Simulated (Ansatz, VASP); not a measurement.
**CdTe in VASP and in Ansatz**

```
CELL_PARAMETERS angstrom
3.04752 3.04752 0.00000
-3.04752 3.04752 0.00000
0.00000 3.04752 3.04752
ATOMIC_POSITIONS crystal
Cd 0.00000 0.00000 0.00000
Te 0.75000 0.25000 0.50000
```

Alike in both runs: functional LDA; k mesh 6 × 6 × 6; no spin polarisation.

Ansatz relaxed the structure, and its values are those at the end. VASP's run is a single point on that final structure, the one shown.

|  | VASP | Ansatz |
| --- | --- | --- |
| version | VASP 6.6.1 | Ansatz 0.2.0 |
| potentials or method | VASP PAW LDA potentials, release 64 (Cd, Te) | PAW with Ansatz's default frozen-core files, scalar-relativistic |
| plane-wave cutoff (eV) | 520 | 420 |
| occupations | gaussian, width 0.01 eV | fixed |
| valence electrons in the cell | 18 | 36 |

```csv
,VASP,Ansatz,Ansatz less VASP
pressure (GPa),10.5,10.0,-0.51
```

The two sets of potentials don't hold the same shells in valence.
